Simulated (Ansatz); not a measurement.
# WS2: the cost of one run

Method: DFT PBE, scalar-relativistic, in Ansatz 0.2.0.

### 1 The starting structure

Symmetry: R3m, No. 160, trigonal system. The conventional cell has a = 3.158 Å, b = 3.158 Å, c = 18.490 Å, α = 90.00°, β = 90.00°, γ = 120.00°. Around W (site symmetry 3m) lie 6 S at 2.39 to 2.42 Å. Around S (site symmetry 3m) lie 3 W at 2.39 Å. S (site symmetry 3m) has 3 W at 2.42 Å as nearest neighbours.

Structure file:

```xyz
3
Lattice="1.5790 0.9116 6.1633 -1.5790 0.9116 6.1633 0.0000 -1.8233 6.1633" Properties=species:S:1:pos:R:3 pbc="T T T"
W     0.0000    0.0000    0.0000
S     0.0000    0.0000   13.8730
S     0.0000    0.0000   10.7427
```

Atoms are numbered in the order of the input: W1, S2, S3.

### 2 The deformed structure

Space group R3m before, R3m after.

### 3 All-electron LAPW

File input.yaml:

```yaml
crystal:
  lattice:
    - [1.5790003843, 0.9116362969, 6.3482299]
    - [-1.5790003843, 0.9116362969, 6.3482299]
    - [0.0, -1.8232725938, 6.3482299]
  atoms:
    - { symbol: W, position: [0.0, 0.0, 0.0] }
    - { symbol: S, position: [0.7503, 0.7503, 0.7503] }
    - { symbol: S, position: [0.581, 0.581, 0.581] }
kpoints:
  mp_grid: { grid: [13, 13, 13] }
  band_path:
    path:
      - [0.0, 0.0, 0.0]
      - [0.5, 0.5, 0.5]
      - [0.8195851073, 0.1804148927, 0.5]
      - [0.5, -0.1804148927, 0.1804148927]
      - [0.5, 0.0, 0.0]
      - [0.0, 0.0, 0.0]
      - [0.3402074464, -0.3402074464, 0.0]
      - [0.6597925536, 0.0, 0.3402074464]
      - [0.5, 0.0, 0.5]
    npoints: 5
scf:
  occupations: { method: fermi_dirac, width: 0.08 }
hamiltonian:
  xc: pbe
  pseudopotentials: { kind: all_electron, lapw: { basis_error: 0.0005 } }
output:
  forces: true
  stress: true
  eigenvalues: true
```

Run with:

```console
> ansatz run input.yaml --threads 1 --pin off --max-ram 4096MiB --backend cpu --events-out ev --progress --plain --runs-dir out
```

What time and memory should one allow on 1 thread of Arm Neoverse V1, shared host?

About 6 min, with a peak of 1.2 GiB.
